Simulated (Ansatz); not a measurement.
# KF: a minimum-energy path by PAW and LAPW

How high is the barrier in KF when atom 1 (K) and its images move by one cell vector a? Run with PAW and LAPW; the cell is small, so the move is collective. Both runs start alike, so that frozen cores can be judged against all electrons.

Program: Ansatz 0.2.0. Level of theory: DFT PBE, scalar-relativistic. These are calculated values, not measurements.

**1. The structure to begin with**

The cell holds 2 atoms (FK): a = 3.779 Å, b = 3.779 Å, c = 3.779 Å, α = 60.00°, β = 60.00°, γ = 60.00°.

As a file:

```
CELL_PARAMETERS angstrom
0.00000 2.67185 2.67185
2.67185 0.00000 2.67185
2.67185 2.67185 0.00000
ATOMIC_POSITIONS crystal
K 0.00000 0.00000 0.00000
F 0.50000 0.50000 0.50000
```

The cell comes from a crystallographic database entry that wasn't checked; take it as a given geometry, which may be far from equilibrium.

**2. PAW on the default files**

input.yaml

```yaml
crystal:
  lattice:
    - [0.0, 2.67185, 2.67185]
    - [2.67185, 0.0, 2.67185]
    - [2.67185, 2.67185, 0.0]
  atoms:
    - { symbol: K, position: [0.0, 0.0, 0.0] }
    - { symbol: F, position: [0.5, 0.5, 0.5] }
kpoints:
  mp_grid: { grid: [7, 7, 7] }
scf:
  occupations: { method: fermi_dirac, width: 0.02 }
hamiltonian:
  xc: pbe
  pseudopotentials: { kind: paw }
output:
  forces: true
neb:
  images: 3
  f_tol: 0.05
  max_iterations: 40
  relax_end_points: true
  final_atoms:
    - { symbol: K, position: [1.0, 0.0, 0.0] }
    - { symbol: F, position: [0.5, 0.5, 0.5] }
```

Command:

```sh
$ ansatz run input.yaml --threads 4 --pin off --max-ram 4096MiB --backend cpu --events-out ev --progress --plain --runs-dir out
```

Log (excerpt; [...] marks lines left out):

```text
Warning: neb: disabling space-group detection — the band's intermediate images generally break the endpoint symmetry, so no spatial operation reduces the k-mesh or symmetrises the density, except that a semilocal band can use its path's symmetry ahead of convergence; time reversal is [...]
Warning: between the path's two end points as given, atom 0 moves 3.779 Å, but a periodic copy of its final position lies 0.000 Å from its initial position (atoms with a nearer copy: 1). The path is placed between the positions as given. If the final geometry was wrapped back into the [...]
Pseudopotentials: kind: paw
Pseudopotential: K, paw, valence charge 9, recommended cutoff 420 eV (normal)
Pseudopotential: F, paw, valence charge 7, recommended cutoff 420 eV (normal)
Functional definition: PBE
[...]
parallel-image band execution: 3 concurrent image workers
NEB image 0
Crystal: 2 atoms, lattice volume = 38.148 Å³
Basis set: ecut = 420 eV, 725 PW (Γ), exchange–correlation on 54×54×54 points (8 copies of the dense FFT grid, shifted against one another)
Bands: 12, of which v1, the nominal top of the filled ones, is band 8 counted from 1 (7 counted from 0)
Symmetry: 1 space group operations
k-points: 172 of 343 (time reversal used)
[...]
SCF iter   1: F=—  HF=-2348.796076 eV  |F-HF|=—  |Δ(HF+E_count)|=         —  Δρ=6.84e-4  dr2=8.79e-5  ethr=1.77e-3  ⟨swp⟩=6.0  Hψ=13660  notcnv=0
[...]
NSCF: frozen V_eff on 172 k-points
NEB image 4
[...]
NSCF: frozen V_eff on 172 k-points
NEB end point (image 0): max|allowed force component| = 1.018e-6 eV/Å (the criterion of neb.relax_end_points is 1.000e-2)
NEB end point (image 4): max|allowed force component| = 9.955e-7 eV/Å (the criterion of neb.relax_end_points is 1.000e-2)
NEB image 0, for its relaxation
[...]
NEB image 0, for its relaxation
[...]
NEB image 0, for its relaxation
[...]
NEB image 0, for its relaxation
[...]
NEB image 0, for its relaxation
[...]
NEB image 0, for its relaxation
[...]
NEB image 0, for its relaxation
[...]
NEB image 0, for its relaxation
[...]
SCF iter   5: F=-2348.796003 eV  HF=-2348.796003 eV  |F-HF|=8.22e-8  |Δ(HF+E_count)|=   1.08e-9  Δρ=2.07e-5  dr2=9.52e-8  ethr=6.25e-10  ⟨swp⟩=4.4  Hψ=6235  notcnv=0
[...]
NEB image 0
```

**3. More of the same log: atom 1 (K) and its images move by one cell vector a**

The log, continued (excerpt; [...] marks lines left out):

```text
[...]
SCF iter   1: F=—  HF=-2348.796020 eV  |F-HF|=—  |Δ(HF+E_count)|=         —  Δρ=2.46e-5  dr2=1.41e-7  ethr=8.88e-10  ⟨swp⟩=1.0  Hψ=12464  notcnv=0
[...]
NSCF: frozen V_eff on 172 k-points
NEB end point (image 0): relaxed in 49 SCF iterations, -0.000000 eV lower, largest move of an atom 0.000 Å; tested for a saddle point, 0 escaped on the way
NEB image 4, for its relaxation
[...]
NEB image 4, for its relaxation
[...]
NEB image 4, for its relaxation
[...]
NEB image 4, for its relaxation
[...]
NEB image 4, for its relaxation
[...]
NEB image 4, for its relaxation
[...]
NEB image 4, for its relaxation
[...]
NEB image 4, for its relaxation
[...]
NEB image 4
[...]
NSCF: frozen V_eff on 172 k-points
NEB end point (image 4): relaxed in 49 SCF iterations, -0.000000 eV lower, largest move of an atom 0.000 Å; tested for a saddle point, 0 escaped on the way
NEB image 1
[...]
  lagrangian_above_aufbau_ev (what the smearing adds, to first order; not taken off the barriers): saddle image -0.000000 eV, end points -0.000000 and -0.000000 eV
  climbing image's point = a first-order saddle point (lowest curvatures found: -6.05 and 23.86 eV/Å²)
  energies are F+E_penalty+E_count in eV, relative to image 0
  image     s (Å)  Δ vs image 0  max|band force component| (eV/Å)
      0    0.0000      0.000000                                 —
      1    0.7291      0.751763                          2.672e-2
      2    1.4581      0.894361                          3.703e-2
  *   3    2.1913      1.077295                          2.945e-4
      4    3.2738      0.000000                                 —
  saddle-point geometry (image 3):
  cell:  # Å, volume = 38.1475 Å³
    - [0.0, 2.67185, 2.67185]
    - [2.67185, 0.0, 2.67185]
    - [2.67185, 2.67185, 0.0]
  atoms:
    - { symbol: K, position: [0.6269096981119557, 0.08269458956016756, 0.08269458905037791] }
    - { symbol: F, position: [0.6230903018880443, 0.41730541043983255, 0.4173054109496219] }
```

It took 3.1 min on 4 threads of Arm Neoverse V1, shared host; peak memory 0.86 GiB.

**4. Images and barrier**

Images 0 and 4 are the ends. Energies count from image 0; the path length is the program's own measure over all atoms.

```
image  path (Å)  energy (eV)    K1 x y z (Å)    F2 x y z (Å)  band force (eV/Å)
    0     0.000       0.0000  0.00 0.00 0.00  2.67 2.67 2.67                  -
    1     0.729       0.7518  0.30 0.63 0.63  2.37 2.71 2.71              0.027
    2     1.458       0.8944  0.66 1.23 1.23  2.02 2.78 2.78              0.037
   3*     2.191       1.0773  0.44 1.90 1.90  2.23 2.78 2.78              0.000
    4     3.274       0.0000  0.00 2.67 2.67  2.67 2.67 2.67                  -
```

The star marks the climbing image.

image, energy (eV) and a bar:
```
        0      0.000 
        1      0.752 #####################
        2      0.894 #########################
        3      1.077 ##############################
        4      0.000
```

How the highest energy settled:

```
iteration  highest image above image 0 (eV)  largest band force (eV/Å)
        1                            3.4014                      0.000
        2                            3.4014                      0.000
        3                            3.1991                      1.934
        4                            2.6131                      3.121
        5                            2.2005                      3.285
        6                            1.4356                      2.799
        7                            0.8338                      1.064
        8                            0.9689                      1.567
        9                            1.0238                      0.848
       10                            1.0757                      0.193
       11                            1.0773                      0.029
       12                            1.0773                      0.037
```

Positions of all images (Å):

```xyz
2
Lattice="0.000 2.672 2.672 2.672 0.000 2.672 2.672 2.672 0.000" Properties=species:S:1:pos:R:3 pbc="T T T" image=0 dE=0.0000
K     0.000    0.000    0.000
F     2.672    2.672    2.672
2
Lattice="0.000 2.672 2.672 2.672 0.000 2.672 2.672 2.672 0.000" Properties=species:S:1:pos:R:3 pbc="T T T" image=1 dE=0.7518
K     0.303    0.629    0.629
F     2.369    2.711    2.711
2
Lattice="0.000 2.672 2.672 2.672 0.000 2.672 2.672 2.672 0.000" Properties=species:S:1:pos:R:3 pbc="T T T" image=2 dE=0.8944
K     0.656    1.228    1.228
F     2.015    2.780    2.780
2
Lattice="0.000 2.672 2.672 2.672 0.000 2.672 2.672 2.672 0.000" Properties=species:S:1:pos:R:3 pbc="T T T" image=3 dE=1.0773
K     0.442    1.896    1.896
F     2.230    2.780    2.780
2
Lattice="0.000 2.672 2.672 2.672 0.000 2.672 2.672 2.672 0.000" Properties=species:S:1:pos:R:3 pbc="T T T" image=4 dE=0.0000
K     0.000    2.672    2.672
F     2.672    2.672    2.672
```

**5. LAPW, all electrons**

input.yaml, as its differences from that of step 2:

```diff
@@ -14,3 +14,3 @@
   xc: pbe
-  pseudopotentials: { kind: paw }
+  pseudopotentials: { kind: all_electron, lapw: { basis_error: 0.001 } }
 output:
```

Command:

```sh
$ ansatz run input.yaml --threads 4 --pin off --max-ram 4096MiB --backend cpu --events-out ev --progress --plain --runs-dir out
```

Log (excerpt; [...] marks lines left out):

```text
Warning: neb: disabling space-group detection — the band's intermediate images generally break the endpoint symmetry, so no spatial operation reduces the k-mesh or symmetrises the density, except that a semilocal band can use its path's symmetry ahead of convergence; time reversal is [...]
Warning: between the path's two end points as given, atom 0 moves 3.779 Å, but a periodic copy of its final position lies 0.000 Å from its initial position (atoms with a nearer copy: 1). The path is placed between the positions as given. If the final geometry was wrapped back into the [...]
LAPW: plane waves up to 7.517 Å⁻¹, error target 1.0e-3 eV per atom; small_component_spin mean_spin; F in spheres of 1.278 Å, 7 of its electrons in bands, Dirac shells []; K in spheres of 1.313 Å, 17 of its electrons in bands, Dirac shells []
[...]
Pseudopotentials: kind: all_electron
Pseudopotential: K, LAPW, valence charge 17, Koelling and Harmon's equation, gaussian nucleus
Pseudopotential: F, LAPW, valence charge 7, Koelling and Harmon's equation, gaussian nucleus
[... 1 set-up line as earlier in the session ...]
[...]
parallel-image band execution: 3 concurrent image workers
the walk goes on from step 0 on a new basis, cutoff 415.7 eV. Why: the LAPW basis doesn't serve this geometry: the muffin-tin spheres of K and F overlap: the atoms stand 2.112 Å apart, and the radii add up to 2.592 Å
parallel-image band execution: 3 concurrent image workers
NEB image 0
Crystal: 2 atoms, lattice volume = 38.148 Å³
Basis set: ecut = 415.6603349397256 eV, 725 PW (Γ), exchange–correlation at level 2
Bands: 17, of which v1, the nominal top of the filled ones, is band 13 counted from 1 (12 counted from 0)
[... 1 set-up line as earlier in the session ...]
k-points: 172 of 343 (time reversal used)
[...]
SCF iter   1: F=—  HF=-19107.295260 eV  |F-HF|=—  |Δ(HF+E_count)|=         —  Δρ=6.08e-2  dr2=2.14e0  ethr=8.25e-3  ⟨swp⟩=2.0  Hψ=19599  notcnv=0
[...]
NSCF: frozen V_eff on 172 k-points
NEB image 4
[...]
NSCF: frozen V_eff on 172 k-points
NEB end point (image 0): max|allowed force component| = 8.802e-14 eV/Å (the criterion of neb.relax_end_points is 1.000e-2)
NEB end point (image 4): max|allowed force component| = 1.042e-13 eV/Å (the criterion of neb.relax_end_points is 1.000e-2)
NEB image 0, for its relaxation
[...]
NEB image 0, for its relaxation
[...]
NEB image 0, for its relaxation
[...]
NEB image 0, for its relaxation
[...]
SCF iter   6: F=—  HF=-19106.049042 eV  |F-HF|=—  |Δ(HF+E_count)|=  2.18e-11  Δρ=7.51e-7  dr2=1.86e-10  ethr=7.20e-12 (applied; sched 2.22e-12)  ⟨swp⟩=3.0  Hψ=8590  notcnv=0
```

**6. More of the same log: atom 1 (K) and its images move by one cell vector a, LAPW in place of PAW files**

The log, continued (excerpt; [...] marks lines left out):

```text
SCF iter   7: F=-19106.049042 eV  HF=-19106.049042 eV  |F-HF|=4.73e-11  |Δ(HF+E_count)|=  4.00e-11  Δρ=2.69e-7  dr2=2.28e-11  ethr=6.77e-12 (applied; sched 1.00e-12)  ⟨swp⟩=2.0  Hψ=8084  notcnv=0
[...]
NEB image 0, for its relaxation
[...]
NEB image 0, for its relaxation
[...]
NEB image 0, for its relaxation
[...]
NEB image 0, for its relaxation
[...]
NEB image 0
[...]
NSCF: frozen V_eff on 172 k-points
NEB end point (image 0): relaxed in 48 SCF iterations, -0.000000 eV lower, largest move of an atom 0.000 Å; tested for a saddle point, 0 escaped on the way
NEB image 4, for its relaxation
[...]
NEB image 4, for its relaxation
[...]
NEB image 4, for its relaxation
[...]
NEB image 4, for its relaxation
[...]
NEB image 4, for its relaxation
[...]
NEB image 4, for its relaxation
[...]
SCF iter   3: F=—  HF=-19106.049042 eV  |F-HF|=—  |Δ(HF+E_count)|=   6.72e-7  Δρ=3.64e-5  dr2=2.54e-7  ethr=9.75e-10  ⟨swp⟩=2.0  Hψ=14448  notcnv=0
```

**7. The output, continued: atom 1 (K) and its images move by one cell vector a, LAPW in place of PAW files**

Output, continued (excerpt; [...] marks lines left out):

```text
SCF iter   4: F=—  HF=-19106.049042 eV  |F-HF|=—  |Δ(HF+E_count)|=   2.42e-7  Δρ=6.88e-6  dr2=1.49e-8  ethr=9.75e-10  ⟨swp⟩=2.7  Hψ=8230  notcnv=0
[...]
NEB image 4, for its relaxation
[...]
NEB image 4, for its relaxation
[...]
NEB image 4
[...]
NSCF: frozen V_eff on 172 k-points
NEB end point (image 4): relaxed in 48 SCF iterations, -0.000000 eV lower, largest move of an atom 0.000 Å; tested for a saddle point, 0 escaped on the way
NEB image 1
Symmetry: 4 space group operations
k-points: 64 of 343 (time reversal used)
[...]
the basis was enlarged: its passes take 26.3 KiB over the memory plan, 1 of 1 planned eigensolver slots
[...]
NEB image 2
[...]
the basis was enlarged: its passes take 26.3 KiB over the memory plan, 1 of 1 planned eigensolver slots
[...]
NEB image 3
[...]
the basis was enlarged: its passes take 26.3 KiB over the memory plan, 2 of 2 planned eigensolver slots
[...]
  lagrangian_above_aufbau_ev (what the smearing adds, to first order; not taken off the barriers): saddle image -0.000000 eV, end points -0.000000 and -0.000000 eV
  climbing image's point = a first-order saddle point (lowest curvatures found: -6.04 and 23.73 eV/Å²)
  energies are F+E_penalty+E_count in eV, relative to image 0
  image     s (Å)  Δ vs image 0  max|band force component| (eV/Å)
      0    0.0000      0.000000                                 —
  *   1    1.0825      1.077270                          4.537e-4
      2    1.8159      0.895045                          3.919e-2
      3    2.5444      0.750723                          2.643e-2
      4    3.2729      0.000000                                 —
  saddle-point geometry (image 1):
  cell:  # Å, volume = 38.1475 Å³
    - [0.0, 2.67185, 2.67185]
    - [2.67185, 0.0, 2.67185]
    - [2.67185, 2.67185, 0.0]
  atoms:
    - { symbol: K, position: [0.20771080797992503, 0.08269991321184474, 0.08269991410088931] }
    - { symbol: F, position: [0.542289192020075, 0.4173000867881552, 0.41730008589911066] }
```

Wall time 26 min (4 threads of Arm Neoverse V1, shared host); peak memory 3.2 GiB.

**8. The band, image by image**

Images 0 and 4 are the ends. Energies count from image 0; the path length is the program's own measure over all atoms.

```
image  path (Å)  energy (eV)    K1 x y z (Å)    F2 x y z (Å)  band force (eV/Å)
    0     0.000       0.0000  0.00 0.00 0.00  2.67 2.67 2.67                  -
   1*     1.083       1.0773  0.44 0.78 0.78  2.23 2.56 2.56              0.000
    2     1.816       0.8950  0.66 1.44 1.44  2.02 2.56 2.56              0.039
    3     2.544       0.7507  0.30 2.04 2.04  2.37 2.63 2.63              0.026
    4     3.273       0.0000  0.00 2.67 2.67  2.67 2.67 2.67                  -
```

The star marks the climbing image.

image, energy (eV) and a bar:
```
        0      0.000 
        1      1.077 ##############################
        2      0.895 #########################
        3      0.751 #####################
        4      0.000
```

**9. What came out**

| quantity | value |
| --- | --- |
| PAW: barrier forwards | 1.08 eV |
| PAW: barrier backwards | 1.08 eV |
| PAW: second end relative to first | 0.000 eV |
| PAW: highest image | 3 of 0 to 4, climbing |
| PAW: band iterations | 12 |
| LAPW: barrier forwards | 1.08 eV |
| LAPW: barrier backwards | 1.08 eV |
| LAPW: second end relative to first | 0.000 eV |
| LAPW: highest image | 1 of 0 to 4, climbing |
| LAPW: band iterations | 12 |

**Reading.** PAW: The top lies 1.08 eV above the first end, or 42 kT at room temperature. The two ends lie within 1 meV of each other. One curvature at the top is negative and the next is not: a first-order saddle point. LAPW: Along this path the system climbs 1.08 eV from the first end (42 kT at 300 K). The program found one negative curvature at the climbing image, so it is a first-order saddle. The highest points differ by 0 meV between the methods. Since every periodic image moves, this is not the barrier of a lone defect. The price, with the outputs that each input asks for: 26 min for LAPW against 3.1 min for PAW, about 8 to one.
